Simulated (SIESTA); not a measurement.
Crystal: C.

```xyz
12
Lattice="2.5221 0.0000 0.0000 -1.2611 2.1842 0.0000 0.0000 0.0000 12.3557" Properties=species:S:1:pos:R:3 pbc="T T T"
C     1.2611    0.7281    4.3760
C     0.0000    1.4561   10.5539
C     1.2611    0.7281    1.8018
C     0.0000    1.4561    7.9797
C     1.2611    0.7281    5.9205
C     0.0000    1.4561   12.0983
C     1.2611    0.7281    0.2574
C     0.0000    1.4561    6.4352
C     0.0000    0.0000   10.0390
C     0.0000    0.0000    3.8612
C     0.0000    0.0000    8.4945
C     0.0000    0.0000    2.3167
```

This is a hexagonal form of diamond, not graphite.

Base run:

* Program: SIESTA 5.4.2
* Functional: PBE
* Potentials or basis: PseudoDojo 0.4 standard (PBE files)
* Basis: TZP (energy shift 0.02 Ry)
* Grid cutoff: 500 Ry
* Energy shift: 0.02 Ry
* k mesh: 12 × 12 × 3
* Occupations: fermi-dirac, width 0.05 eV
* Spin: no spin polarisation

Its results: band gap on the k mesh 4.48 eV, indirect (least direct gap 5.34 eV); pressure 7.0 GPa; largest force 0.335 eV/Å.

**Question.** The run is repeated on the same cell with these changes: basis from TZP (energy shift 0.02 Ry) to DZP (energy shift 0.005 Ry); energy shift from 0.02 Ry to 0.005 Ry. What comes out?

**Answer.** Band gap on the k mesh 4.52 eV, indirect (least direct gap 5.39 eV); pressure 9.5 GPa; largest force 0.335 eV/Å.

Caveats: the basis of atomic orbitals isn't converged, which shifts pressures, moduli and gaps.
